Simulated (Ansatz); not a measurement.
Ge:

```xyz
1
Lattice="1.3971 -2.6005 0.0000 1.3971 2.6005 0.0000 0.0000 0.0000 2.6982" Properties=species:S:1:pos:R:3 pbc="T T T"
Ge    1.3971    0.0000    0.0000
```

This isn't the form of Ge at room conditions, which is diamond.

Base run:

```yaml
Program: Ansatz 0.2.0
Functional: LDA
Potentials_or_basis: all-electron LAPW, scalar-relativistic
Cutoff: 247 eV
Density_cutoff: 990 eV
Basis_error_allowed: 0.001 eV/atom
k_mesh: 11 × 11 × 10
Occupations: fermi-dirac, width 0.05 eV
Spin: no spin polarisation
```

Its results: pressure -5.6 GPa.

Q: The run is repeated on the same cell with these changes: functional from LDA to PBEsol; potentials or basis from all-electron LAPW, scalar-relativistic to all-electron LAPW, non-relativistic. What comes out?

A: Pressure -4.3 GPa.

Caveats: relativity is left out, which matters for the heavier elements (some runs).

Not every run made on this cell is shown here.
